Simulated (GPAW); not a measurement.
# Collinear magnetic orders of 1 ML Cr on Re(0001), fcc site, 3 substrate layers with GPAW, part 2 of 2

Aim: find out whether 1 ML Cr on Re(0001), fcc site, 3 substrate layers carries moments, and which collinear order costs least.

GPAW 26.7.0; PBE; plane waves with GPAW's PAW setups, scalar-relativistic.

So far. Step 2 (Start 1: ferro +): After 33 cycles the largest moment stands at 2.07 μB.

### 3. Start 2: antiferro q=(0,1/2,0) +-

Another pattern of signs weighs the neighbour shells otherwise.

The cell is doubled to 8 atoms to hold this order. Its mesh is chosen so that both cells sample the same points.

File order2.py:

```python
import json
import numpy as np
from ase import Atoms
from ase.parallel import paropen, parprint
from gpaw import GPAW

atoms = Atoms(['Re', 'Re', 'Re', 'Re', 'Re', 'Re', 'Cr', 'Cr'],
    cell=[[2.7608, 0.0, 0.0],
         [-2.7608, 4.781846, 0.0],
         [0.0, 0.0, 20.588237]],
    scaled_positions=[[0.0, 0.0, 0.34],
         [0.0, 0.5, 0.34],
         [0.666667, 0.1666665, 0.448271],
         [0.666667, 0.6666665, 0.448271],
         [0.0, 0.0, 0.556541],
         [0.0, 0.5, 0.556541],
         [0.333333, 0.3333335, 0.66],
         [0.333333, 0.8333335, 0.66]],
    pbc=True,
    magmoms=[0.0, 0.0, 0.0, 0.0, 0.0, 0.0, 2.5, -2.5])
atoms.calc = GPAW(mode={'name': 'pw', 'ecut': 500},
    xc='PBE',
    kpts={'size': (14, 7, 1), 'gamma': True},
    occupations={'name': 'fermi-dirac', 'width': 0.05},
    convergence={'density': 1e-05, 'energy': 1e-05},
    maxiter=250,
    symmetry={'tolerance': 1e-4},
    txt='order2.txt')
e = atoms.get_potential_energy(force_consistent=True)
res = {'free_energy': e, 'energy_sigma0': atoms.get_potential_energy(), 'fermi_energy': atoms.calc.get_fermi_level()}
res['moments'] = atoms.get_magnetic_moments().tolist()
res['total'] = atoms.get_magnetic_moment()
parprint('site moments (muB):', np.round(res['moments'], 3))
parprint(f"total moment: {res['total']:.3f} muB")
parprint(f'free energy: {e:.6f} eV')
atoms.calc.write('order2.gpw')
with paropen('results.json', 'w') as f:
    json.dump(res, f)
```

Run with:

```console
$ OMP_NUM_THREADS=1 mpirun -n 4 gpaw python order2.py > order2.log
```

Numbers of over 12 decimals in the logs are rounded to 6 here.

What it wrote:

```text
site moments (muB): [-0.012  0.012 -0.008  0.008  0.111 -0.111  2.592 -2.592]
total moment: -0.000 muB
free energy: -83.293136 eV

--- order2.txt ---
Input parameters:
  mode=PW(ecut=500),
  convergence={'density': 1e-05, 'energy': 1e-05},
  kpts=MonkhorstPack(size=(14, 7, 1), gamma=True),
  maxiter=250,
  occupations=Occupations(name='fermi-dirac', width=0.05),
  symmetry=Symmetry(tolerance=0.0001),
  xc=XC(name='PBE')

Diagonalizing LCAO Hamiltonian
Converting LCAO to pw mode

          Cr
            Cr

         Re

           Re
             Re
               Re

         Re
           Re

Atoms  # Å, Bohr magnetons
|   | symbol |         x |        y |         z |    initial magnetic moments |
|---|--------|-----------|----------|-----------|-----------------------------|
| 0 |     Re |  0.000000 | 0.000000 |  7.000001 | ( 0.0000,  0.0000,  0.0000) |
| 1 |     Re | -1.380400 | 2.390923 |  7.000001 | ( 0.0000,  0.0000,  0.0000) |
| 2 |     Re |  1.380401 | 0.796974 |  9.229110 | ( 0.0000,  0.0000,  0.0000) |
| 3 |     Re |  0.000001 | 3.187897 |  9.229110 | ( 0.0000,  0.0000,  0.0000) |
| 4 |     Re |  0.000000 | 0.000000 | 11.458198 | ( 0.0000,  0.0000,  0.0000) |
| 5 |     Re | -1.380400 | 2.390923 | 11.458198 | ( 0.0000,  0.0000,  0.0000) |
| 6 |     Cr | -0.000001 | 1.593949 | 13.588236 | ( 0.0000,  0.0000,  2.5000) |
| 7 |     Cr | -1.380401 | 3.984872 | 13.588236 | ( 0.0000,  0.0000, -2.5000) |

Unit cell  # Å
| periodic |         x |        y |         z |   lengths |     angles |
|----------|-----------|----------|-----------|-----------|------------|
|      yes |  2.760800 | 0.000000 |  0.000000 |  2.760800 |  90.000000 |
|      yes | -2.760800 | 4.781846 |  0.000000 |  5.521600 |  90.000000 |
|      yes |  0.000000 | 0.000000 | 20.588237 | 20.588237 | 119.999999 |

Number of symmetries: 1

BZ-sampling:
  Number of BZ points: 98
  Number of IBZ points: 50

  Monkhorst-Pack size: [14, 7, 1]
  Monkhorst-Pack shift: [0.035714, 0.0, 0.0]

Plane wave coefficients: 6986
Cutoff: 500.0 eV

Spin-components: 2 (collinear spins)
Bands:           58
Projectors:      48
Spin-degeneracy: 1
Datatype:        complex128

Parallelization:
  kpt:    4
  domain: 1
  band:   1

Density:
  Valence electrons: 90.0
  Components: 2
  Grid points: [ 15  30 108]
  Charge: 0.0  # |e|

Potential:
  Grid points: [ 15  30 108]

[... setups left out ...]
Reference energy: -2779290.087994  # eV

eigensolver:
  PPCG
  Converge bands: occupied
  niter=2

density mixing:
  MSR1-Mixer
  Pratt-step length: 0.05
  Maximum mixing coefficient: 0.75
  Old densities: 10
  SVD Regularization: 0.005
  Good broyden scale: 1.0
  Trust region scale: 1.0
  Backstep threshold: 4.0
  History deletion threshold: 6.0
  Fourier metric: weight=20.0, sigma=0.015

occupation numbers:
  Fermi-Dirac:
    width: 0.0500  # eV

poisson solver:
  ecut: 4000.0  # eV

xc functional:
  name: PBE with 2 nearest neighbor stencil

convergence criteria:
- Maximum integral of absolute [dens]ity change: 1e-05 electrons / valence electron
- Maximum [total energy] change in last 3 cyles: 1e-05 eV / valence electron
- Maximum integral of absolute [eigenst]ate change: 4e-08 eV^2 / valence electron
maximum number of iterations: 250

SCF iterations
|iter     |      energy | eigst |  dens |  magmom |
|---------|-------------|-------|-------|---------|
|iter:   1|       0s | -103.053852 | +0.36 |       |  +0.0000|
|iter:   2|      20s | -237.020702 | +1.38 | -0.61 |  +0.0000|
|iter:   3|      40s |  -98.780267 | +0.06 | -0.42 |  -0.0000|
|iter:   4|      60s |  -86.113006 | +0.02 | -0.69 |  -0.0000|
|iter:   5|      80s |  -84.227811 | -0.99 | -0.98 |  -0.0000|
|iter:   6|     100s |  -84.191264 | -0.56 | -1.15 |  -0.0000|
|iter:   7|     119s |  -83.602170 | -1.33 | -1.23 |  -0.0000|
|iter:   8|     139s |  -83.282522 | -1.56 | -1.33 |  -0.0000|
|iter:   9|     159s |  -83.106234 | -1.46 | -1.46 |  -0.0000|
|iter:  10|     179s |  -83.032534 | -2.03 | -1.55 |  -0.0000|
[... 17 iterations left out ...]
|iter:  28|     534s |  -83.256993c| -4.97 | -3.13 |  +0.0000|
|iter:  29|     554s |  -83.256971c| -5.89 | -3.68 |  -0.0000|
|iter:  30|     574s |  -83.256986c| -6.11 | -3.84 |  -0.0000|
|iter:  31|     594s |  -83.256984c| -6.37 | -4.11 |  -0.0001|
|iter:  32|     613s |  -83.257006c| -6.09 | -4.15 |  -0.0000|
|iter:  33|     633s |  -83.256983c| -6.33 | -3.63 |  -0.0000|
|iter:  34|     652s |  -83.256983c| -7.26 | -4.64 |  -0.0000|
|iter:  35|     672s |  -83.256984c| -7.62c| -4.68 |  -0.0000|
|iter:  36|     681s |  -83.256984c| -7.66c| -4.82 |  -0.0000|
|iter:  37|     690s |  -83.256984c| -7.80c| -5.16c|  -0.0000|

Converged in 37 steps
Energy contributions relative to reference atoms: (reference = -2779290.087994)

Energy contributions:
  Kinetic:         -20.840521
  Coulomb:           0.173520
  Zero:              0.589861
  External:          0.000000
  Xc:              -63.143691
  Entropy:          -0.072305
  Spinorbit:         0.000000
  ----------------------------
  Free energy:     -83.293136
  Extrapolated:    -83.256984

dipole moment: (-16.131317, -34.602638, 0.090609)  # |e|*Ang

Total magnetic moment: (0.000000, 0.000000, -0.000003)

Local magnetic moments
|        x |        y |         z |
|----------|----------|-----------|
| 0.000000 | 0.000000 | -0.012250 |  # Re   0
| 0.000000 | 0.000000 |  0.012253 |  # Re   1
| 0.000000 | 0.000000 | -0.008245 |  # Re   2
| 0.000000 | 0.000000 |  0.008243 |  # Re   3
| 0.000000 | 0.000000 |  0.110605 |  # Re   4
| 0.000000 | 0.000000 | -0.110603 |  # Re   5
| 0.000000 | 0.000000 |  2.591565 |  # Cr   6
| 0.000000 | 0.000000 | -2.591570 |  # Cr   7

Fermi level: 3.017
Eigenvalues  # (at kpt = [0.000, 0.000, 0.000])
| band index |      eig [eV] | occ [0-1] |      eig [eV] | occ [0-1] |
|------------|---------------|-----------|---------------|-----------|
|          0 |       -39.381 |     1.000 |       -39.381 |     1.000 |
|        ... |               |           |               |           |
|         37 |         1.842 |     1.000 |         1.842 |     1.000 |
|         38 |         1.997 |     1.000 |         1.997 |     1.000 |
|         39 |         2.020 |     1.000 |         2.020 |     1.000 |
|         40 |         2.324 |     1.000 |         2.324 |     1.000 |
|         41 |         2.425 |     1.000 |         2.425 |     1.000 |
|         42 |         2.606 |     1.000 |         2.606 |     1.000 |
|         43 |         2.621 |     1.000 |         2.621 |     1.000 |
|         44 |         2.902 |     0.910 |         2.902 |     0.910 |
|         45 |         3.277 |     0.005 |         3.277 |     0.005 |
|         46 |         3.545 |     0.000 |         3.545 |     0.000 |
|         47 |         3.698 |     0.000 |         3.698 |     0.000 |
|         48 |         3.729 |     0.000 |         3.729 |     0.000 |
|         49 |         3.997 |     0.000 |         3.997 |     0.000 |
|         50 |         4.097 |     0.000 |         4.097 |     0.000 |
|         51 |         4.574 |     0.000 |         4.574 |     0.000 |
|         52 |         4.783 |     0.000 |         4.783 |     0.000 |
|        ... |               |           |               |           |
|         57 |         5.904 |     0.000 |         5.904 |     0.000 |

No gap
No difference between direct/indirect transitions
```

Elapsed: 12 min, on 4 MPI ranks of Arm Neoverse V1, shared host; peak memory 1.9 GiB.

Spin moment in the augmentation sphere by atom:

| atom | spin moment in the augmentation sphere (μB) |
| --- | --- |
| Re1 | -0.01 |
| Re2 | 0.01 |
| Re3 | -0.01 |
| Re4 | 0.01 |
| Re5 | 0.11 |
| Re6 | -0.11 |
| Cr7 | 2.59 |
| Cr8 | -2.59 |

Read from the output:

```
magnetization : 0 μB
final state   : antiferromagnetic
```

It lies 191 meV a seeded atom under the first start, and its largest moment is 2.59 μB against 2.07 μB.

### 4. Run 3 (no spin polarisation)

A run without seeds gives the energy of the state without moments.

File nospin.py:

```python
import json
import numpy as np
from ase import Atoms
from ase.parallel import paropen, parprint
from gpaw import GPAW

atoms = Atoms(['Re', 'Re', 'Re', 'Cr'],
    cell=[[2.7608, 0.0, 0.0],
         [-1.3804, 2.390923, 0.0],
         [0.0, 0.0, 20.588237]],
    scaled_positions=[[0.0, 0.0, 0.34],
         [0.666667, 0.333333, 0.448271],
         [0.0, 0.0, 0.556541],
         [0.333333, 0.666667, 0.66]],
    pbc=True)
atoms.calc = GPAW(mode={'name': 'pw', 'ecut': 500},
    xc='PBE',
    kpts={'size': (14, 14, 1), 'gamma': True},
    occupations={'name': 'fermi-dirac', 'width': 0.05},
    convergence={'density': 1e-05, 'energy': 1e-05},
    maxiter=250,
    symmetry={'tolerance': 1e-4},
    txt='nospin.txt')
e = atoms.get_potential_energy(force_consistent=True)
res = {'free_energy': e, 'energy_sigma0': atoms.get_potential_energy(), 'fermi_energy': atoms.calc.get_fermi_level()}
parprint(f'free energy: {e:.6f} eV')
atoms.calc.write('nospin.gpw')
with paropen('results.json', 'w') as f:
    json.dump(res, f)
```

Run with:

```console
$ OMP_NUM_THREADS=1 mpirun -n 4 gpaw python nospin.py > nospin.log
```

What it wrote:

```text
free energy: -41.354695 eV

--- nospin.txt ---
Input parameters:
  mode=PW(ecut=500),
  convergence={'density': 1e-05, 'energy': 1e-05},
  kpts=MonkhorstPack(size=(14, 14, 1), gamma=True),
  maxiter=250,
  occupations=Occupations(name='fermi-dirac', width=0.05),
  symmetry=Symmetry(tolerance=0.0001),
  xc=XC(name='PBE')

Diagonalizing LCAO Hamiltonian
Converting LCAO to pw mode

        Cr

       Re

           Re

[...]
|          0 |       -39.427 |     2.000 |
|        ... |               |           |
|         17 |         1.352 |     2.000 |
|         18 |         1.352 |     2.000 |
|         19 |         1.919 |     2.000 |
|         20 |         1.919 |     2.000 |
[...]
|         27 |         3.899 |     0.000 |
|         28 |         4.043 |     0.000 |
|         29 |         4.043 |     0.000 |
|         30 |         5.366 |     0.000 |

No gap
No difference between direct/indirect transitions

[key lines of the parts left out:]
Free energy:     -41.354695
Converged in 25 steps
dipole moment: (-8.104927, -17.277650, 0.033041)  # |e|*Ang
Fermi level: 2.894
```

The job ended after 30 s (4 MPI ranks; peak memory 0.84 GiB).

This step gave:

```yaml
final_state: non-magnetic (no spin polarisation)
```

It lies 101 meV a seeded atom over the first start.

### 5. Ranking

These are free energies at a smearing of 0.05 eV, so its entropy term is in the differences. They are divided by the number of seeded atoms, so that cells of unlike size compare. Wavevectors q in the names are fractions of the reciprocal vectors of the first run's cell.

Orders:

| start | final state | typed order kept | energy over the lowest (meV a seeded atom) | largest site moment (μB) | net moment (μB a primitive cell) | mesh matched | CPU time (s) |
| --- | --- | --- | --- | --- | --- | --- | --- |
| ferro + | ferromagnetic | yes | 190.8 | 2.066 | 2.255 | yes | 320.9 |
| antiferro q=(0,1/2,0) +- | antiferromagnetic | yes | 0 | 2.592 | 0 | yes | 2881 |
| no spin polarisation | non-magnetic | - | 291.9 | 0 | 0 | yes | 121.2 |

### 6. What came out

```yaml
lowest_state_found: antiferromagnetic (typed antiferro q=(0,1/2,0) +-)
largest_site_moment: 2.59 μB
next_state: ferromagnetic, 191 meV a seeded atom higher
energy_gained_by_spin_polarisation: 292 meV a seeded atom
```

In words: The lowest state found is antiferromagnetic, reached from the start antiferro q=(0,1/2,0) +-, with moments up to 2.59 μB. The next state costs 191 meV a seeded atom. Only 3 starts are shown; other collinear patterns, canted and longer-period orders are not.

[Logs and program files are shortened in this print: banners, set-up blocks, solver, clock and traceback lines can be left out without a mark of their own.]

[Logs are printed without paths, hosts, clocks, repeated set-up lines and the standing remarks that a program may print on its own settings, such as how far it seeks lower states.]

[Hosts, paths, dates, database ids (printed as entryN), source tags and the programs' standing remarks are cut or masked in the printed files.]

[Where a cell is said to come from a database of computed structures, the database is the Materials Project.]
